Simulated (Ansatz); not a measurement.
`F[SiH2][GeH3]` + `CC(=O)O` → `CC(=O)O[SiH2]F` + GeH₄  (cleavage of the Si–Ge bond)

Program: Ansatz. Geometries: PBE0-D4/def2-TZVP. ΔE: electronic, gas phase. CBS: MP2 limit from def2 TZ/QZ plus the TZ coupled-cluster correction, frozen cores. DFT in def2-TZVPP. HSE06 is defined as in plane-wave codes. For Ge outer-core shells are correlated without core-valence functions, which leaves a few kJ/mol of doubt a bond. Scalar relativity is left out up to krypton. Each species was taken in one conformer, which may not be the lowest.

`F[SiH2][GeH3]`:

```xyz
8

F    -0.364   -1.034   -2.004
Si   -0.025   -1.105   -0.436
Ge    0.032    1.097    0.466
H    -1.075   -1.927    0.217
H     1.289   -1.782   -0.287
H     1.118    1.942   -0.216
H     0.350    1.012    1.969
H    -1.325    1.797    0.293
```

`CC(=O)O`:

Z-matrix (Å, degrees):
```
C
C 1 1.495
H 1 1.092 2 109.8
H 1 1.092 2 109.8 3 117.7
H 1 1.087 2 109.6 3 -121.2
O 2 1.200 1 126.0 3 121.1
O 2 1.346 1 111.6 3 -58.9
H 7 0.968 2 106.4 1 180.0
```

`CC(=O)O[SiH2]F`:

Cartesian coordinates in Å:
```
C 0.906 0.662 1.610
C 0.458 -0.123 0.426
O 0.916 -1.180 0.063
O -0.544 0.445 -0.255
Si -1.018 -0.480 -1.585
F -2.193 0.397 -2.206
H 1.722 0.147 2.111
H 0.067 0.799 2.295
H 1.225 1.656 1.290
H 0.058 -0.559 -2.588
H -1.596 -1.765 -1.160
```

GeH₄:

```xyz
5

Ge    0.000    0.000    0.000
H     0.366   -1.388    0.542
H     0.629    0.189   -1.386
H     0.531    1.078    0.954
H    -1.526    0.120   -0.110
```

CCSD(T)/CBS gives -21.8 kcal/mol.

Q: Another level gave -16.2 kcal/mol. Which?
A. r2SCANh-D4/def2-TZVPP
B. HSE06-D4/def2-TZVPP
C. BHLYP-D4/def2-TZVPP
D. PBE/def2-TZVPP

A: D. PBE -16.2, r2SCANh-D4 -21.0, BHLYP-D4 -22.8, HSE06-D4 -18.2 kcal/mol.

Largest T1 diagnostic among the species: 0.015.

From BLYP to BHLYP (50 % exact exchange), in def2-TZVPP and without D4, ΔE moves by −4.1 kcal/mol. Leaving LDA and LC-ωPBE aside and taking each functional with its dispersion term where it has one, the values, not all of them listed here, spread over 6.2 kcal/mol, from BHLYP-D4 to PBE-D4. LDA lies −2.4 kcal/mol from PBE without D4.

CCSD(T)/CBS has its own doubt, a few kJ/mol and more with outer-core shells, so smaller differences from it don't rank the levels.
